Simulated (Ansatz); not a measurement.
Relaxed ZrO2 (tetragonal-ZrO2 type, space group P4_2/nmc):

```xyz
6
Lattice="3.6013 0.0000 0.0000 0.0000 3.6013 0.0000 0.0000 0.0000 5.2281" Properties=species:S:1:pos:R:3 pbc="T T T"
Zr     0.0000     0.0000     0.0000
Zr     1.8007     1.8007     2.6140
O      0.0000     1.8007     1.0288
O      0.0000     1.8007     3.6429
O      1.8007     0.0000     1.5852
O      1.8007     0.0000     4.1992
```

Scan: atom 6 (O, nearest neighbour Zr at 2.074 Å; its periodic images, 3.6 Å or more away, move with it) is displaced towards the nearest neighbour, direction (-0.868, 0.000, 0.496) in Cartesian axes, by s. The other atoms stay.

Calculation: r2SCAN (plane waves to 500 eV, PAW, scalar-relativistic; Ansatz, a program for electronic structure). k mesh 7×7×5 (Γ-centred), Fermi-Dirac smearing 0.05 eV. Energies are smeared free energies. Left out: 2 of 11 points, with atoms too close for the PAW data. This is a high-temperature form of ZrO2. ZrO2 is run without spin polarisation. ZrO2 was relaxed with its symmetry unable to fall. ΔE is measured from the undisplaced structure.

```tsv
s (Å)	ΔE (meV/cell)
-0.410	1019
-0.328	686
-0.246	406
-0.164	191
-0.082	51
0.000	0
0.082	58
0.164	250
0.246	614
```

### Question
What force constant k = d²E/ds² at s = 0 does the table give?

### Answer
16 eV/Å². It is the second difference of the nearest points, corrected with the next pair.

### Question
With k = 16.07 eV/Å² from the forces, is the well harmonic out to s = 0.246 Å?

### Answer
½ks² = 486 meV/cell against the computed 614 meV/cell, so the well is stiffer than harmonic there.

(For displaced atoms, the force is minus the slope of the energy, and its curvature is a force constant, which sets phonon frequencies.)
